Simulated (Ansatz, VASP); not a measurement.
# Al2O3: VASP beside Ansatz

```xyz
5
Lattice="3.0175 0.0000 0.0000 -1.5087 2.6132 0.0000 0.0000 0.0000 7.5746" Properties=species:S:1:pos:R:3 pbc="T T T"
Al    0.0000    0.0000    5.4693
Al    0.0000    0.0000    2.1054
O     0.0000    0.0000    3.7873
O     1.5087    0.8711    6.0638
O     0.0000    1.7421    1.5108
```

Measurements of this composition are mostly on another form, of space group No. 167.

Alike in both runs: task relaxation of cell and atoms; functional PBE; k mesh 7 × 7 × 3; occupations fermi-dirac, width 0.05 eV; no spin polarisation.

|  | VASP | Ansatz |
| --- | --- | --- |
| version | VASP 6.6.1 | Ansatz 0.2.0 |
| potentials or method | VASP PAW PBE potentials, release 64 (Al, O) | Ansatz PAW |
| plane-wave cutoff (eV) | 600 | 420 |
| valence electrons in the cell | 24 | 24 |

|  | VASP | Ansatz | Ansatz less VASP |
| --- | --- | --- | --- |
| gap on the k mesh at the Fermi level, each at its own relaxed structure (eV) | 2.36 | 2.41 | +0.050 |
| relaxed volume (Å³/atom) | 12.69 | 13.21 | +0.522 |
| relaxed cell length with the largest relative difference (Å) | 8.079 | 8.403 | +0.3242 |
| energy change over the relaxation (meV/atom) | -3 | -5 | -2.0 |

Caveats: an odd mesh through Γ misses points on the zone boundary, where band edges often lie (VASP); odd divisions of the mesh miss points on the zone boundary, where band edges often lie, so the gap on the mesh can be too wide (Ansatz); the plane-wave basis is chosen anew once the cell has moved, so the energies of steps on either side of that aren't comparable (Ansatz); the pressure holds a Pulay correction of +0.5 GPa for the finite cutoff (Ansatz).
